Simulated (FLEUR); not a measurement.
Records of electronic-structure calculations.

### MnS (Browneite): parallel and opposed starts

Symmetry: F-43m, No. 216, cubic system. Conventional cell: a = 5.600 Å, b = 5.600 Å, c = 5.600 Å, α = 90.00°, β = 90.00°, γ = 90.00°. Nearest to Mn lie 4 S at 2.42 Å. Nearest to S lie 4 Mn at 2.42 Å. Farther neighbours and most contacts between anions are not listed.

| Item | Value |
| --- | --- |
| method | PBE with U = 4 eV on Mn d; all-electron FLAPW, Dirac cores, scalar-relativistic bands |
| program | FLEUR MaX-R8.1 |
| settings of one run | kmax 4.26 1/bohr, gmax 12.8 1/bohr, muffin tin radii Mn: 2.7, S: 1.76 bohr, lmax Mn: [10, 8], S: [6, 4], hist occupations, smearing width 0.05 eV, mixer Anderson, mixing 0.05, max iterations 120, stop 0.0001 me/bohr³, collinear spin, 8×4×8 k-mesh, double counting FLL, mesh matched on, starting moments 4.5 -4.5 0 0 μB |
| cost | 4 runs, 12 min in all on 4 MPI ranks of Intel Xeon Platinum 8488C (Sapphire Rapids), shared host (the runs of this entry) |
| notes | This is the lowest of 4 finished starts, no proof of the ground state. |
| lowest state found | antiferromagnetic (initial antiferro q=(0,1/2,1/2) +-) |
| largest site spin moment | 4.61 μB |
| next finished state | antiferromagnetic, 21.7 meV a seeded atom higher |
| spinless run over the lowest (under a U no clean measure of the moments) | 4313 meV a seeded atom |

The lowest state found is antiferromagnetic, reached from the start antiferro q=(0,1/2,1/2) +-, with moments up to 4.61 μB. The next finished state costs 22 meV a seeded atom.

[Hosts, paths, dates, database ids (printed as entryN), source tags and the programs' standing remarks are cut or masked in the printed files.]

[Where a cell is said to come from a database of computed structures, the database is the Materials Project.]
